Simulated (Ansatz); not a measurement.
Bi (simple cubic): energy against volume

Level of theory: DFT, PBE, plane waves (420 eV) with PAW, scalar-relativistic in Ansatz 0.2.0.

The cell is scaled uniformly from the relaxed one, with fractional coordinates and shape fixed. Energies are extrapolated to zero smearing, pressures are those at the given smearing. Magnetic state: spin not included.

A Birch-Murnaghan fit gives V₀ = 35.13 Å³/atom, B₀ = 46 GPa, B₀′ = 4.7.

(1) What are the energy above the minimum and the pressure at 33.796 Å³/atom?

(2) What are the energy above the minimum and the pressure at 36.612 Å³/atom?

(3) What are the energy above the minimum and the pressure at 38.020 Å³/atom?

Answers

(1) 7.9 meV/atom and 2.03 GPa as computed.

(2) 8.3 meV/atom and -1.66 GPa as computed.

(3) 29.4 meV/atom and -2.97 GPa as computed.
